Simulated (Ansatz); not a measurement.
# W8C9: the cost of one run

Program: Ansatz 0.2.0. Level of theory: DFT PBE, plane waves, PAW, scalar-relativistic, no spin polarisation. These are calculated values, not measurements.

1 further run of the same task is left out (for a broken database entry).

## 1. The structure to begin with

The cell holds 17 atoms (C9W8): a = 5.749 Å, b = 5.633 Å, c = 15.149 Å, α = 90.00°, β = 90.00°, γ = 90.00°.

Its coordinates follow in the input file.

## 2. Relaxing the start

The input, input.yaml:

```yaml
accuracy: low
crystal:
  lattice:
    - [5.74906, 0.0, 0.0]
    - [0.0, 5.63318, 0.0]
    - [0.0, 0.0, 15.149027]
  atoms:
    - { symbol: W, position: [0.0, 0.0, 0.0660108] }
    - { symbol: C, position: [0.0, 0.25, 0.1755631] }
    - { symbol: W, position: [0.25, 0.0, 0.2303393] }
    - { symbol: C, position: [0.25, 0.25, 0.3398916] }
    - { symbol: W, position: [0.0, 0.5, 0.0660108] }
    - { symbol: C, position: [0.0, 0.75, 0.1755631] }
    - { symbol: W, position: [0.25, 0.5, 0.2303393] }
    - { symbol: C, position: [0.25, 0.75, 0.3398916] }
    - { symbol: W, position: [0.5, 0.0, 0.0660108] }
    - { symbol: C, position: [0.5, 0.25, 0.1755631] }
    - { symbol: W, position: [0.75, 0.0, 0.2303393] }
    - { symbol: C, position: [0.75, 0.25, 0.3398916] }
    - { symbol: W, position: [0.5, 0.5, 0.0660108] }
    - { symbol: C, position: [0.5, 0.75, 0.1755631] }
    - { symbol: W, position: [0.75, 0.5, 0.2303393] }
    - { symbol: C, position: [0.75, 0.75, 0.3398916] }
    - { symbol: C, position: [0.4215746, 0.0848894, 0.3907199] }
basis:
  ecutwfc: 420.0
kpoints:
  mp_grid: { grid: [3, 3, 1] }
hamiltonian:
  xc: pbe
  pseudopotentials: { kind: paw, azcp: { folder: soft_1 } }
scf:
  occupations: { method: fermi_dirac, width: 0.15 }
  lower_state_search: "off"
relax:
  f_tol: 0.08
  max_steps: 25
  adjacent_minimum: "off"
  constraints: [{ sites: [0, 4, 8, 12] }]
output:
  write_density: true
  write_potential: true
  elf: true
  volumetric_format: npy
```

Run with:

```sh
$ ansatz run input.yaml --threads 2 --pin off --max-ram 5120MiB --backend cpu --events-out ev --progress --plain --runs-dir out
```

Q: Estimate wall time and peak memory on 2 threads of Arm Neoverse V1, shared host.

About 3.8 min, with a peak of 0.89 GiB.
